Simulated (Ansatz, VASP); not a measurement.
## One calculation of Mo, two programs

```
CELL_PARAMETERS angstrom
-1.60081 1.60081 1.60081
1.60081 -1.60081 1.60081
1.60081 1.60081 -1.60081
ATOMIC_POSITIONS crystal
Mo 0.00000 0.00000 0.00000
```

Change from the starting cell: volume scaled by 1.04.

Alike in both runs: task single point; functional PBE; k mesh 16 × 16 × 16; occupations fermi-dirac, width 0.03 eV; no spin polarisation.

|  | VASP | Ansatz |
| --- | --- | --- |
| version | VASP 6.6.1 | Ansatz 0.2.0 |
| potentials or method | VASP PAW PBE potentials, release 64 (Mo_sv), cutoff 520 eV | all-electron LAPW, scalar-relativistic |

```tsv
	VASP	Ansatz	Ansatz less VASP
pressure (GPa)	-9.0	-9.4	-0.43
```

Ansatz ran all-electron here, so the differences hold the error of VASP's frozen core and of both bases.
